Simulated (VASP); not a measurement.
Input:

```yaml
crystal:
  lattice:
    - [4.18821, 0.00000, 0.00000]
    - [0.00000, 4.18821, 0.00000]
    - [0.00000, 0.00000, 4.18821]
  atoms:
    - { symbol: Ba, position: [0.00000, 0.00000, 0.00000] }
    - { symbol: Sn, position: [0.50000, 0.50000, 0.50000] }
    - { symbol: O, position: [0.50000, 0.00000, 0.50000] }
    - { symbol: O, position: [0.00000, 0.50000, 0.50000] }
    - { symbol: O, position: [0.50000, 0.50000, 0.00000] }
```

Computed with PBE GGA, VASP's PBE PAW potentials (set 64) (plane waves; VASP 6.6.1). Settings: 520 eV cut-off, Gaussian smearing of 0.050 eV, potentials Ba_sv Sn_d O.

Unless said otherwise, spin-orbit coupling is left out, though it shifts the bands of the heavy elements here.

### Question
Give the energies of bands 13 to 24 at the high-symmetry points, in eV from the valence-band maximum.

### Answer

```
band      Γ      X      M      R
----  -----  -----  -----  -----
13    -4.42  -4.67  -6.74  -8.66
14    -4.42  -4.54  -4.10  -1.56
15    -4.42  -4.54  -2.80  -1.56
16    -0.97  -2.16  -1.60  -1.56
17    -0.97  -1.63  -1.60  -0.80
18    -0.97  -1.11  -1.13  -0.80
19    -0.52  -1.11  -1.13   0.00
20    -0.52  -0.97  -0.82   0.00
21    -0.52  -0.97  -0.07   0.00
22     0.33   4.38   6.26   5.00
23     4.86   6.58   7.50   5.00
24     4.86   6.80   7.64   5.00
```

The gap is indirect, 0.33 eV, from the valence maximum at R to the conduction minimum at Γ.

Measured: gap 2.95 eV (computed value off by -2.62 eV), as given by Hyung Joon Kim et al., Physical Review B (2012), arXiv:1207.0764.

The compound is BaSnO3 in the cubic perovskite structure. It was relaxed first, which changed the volume by +5 %.
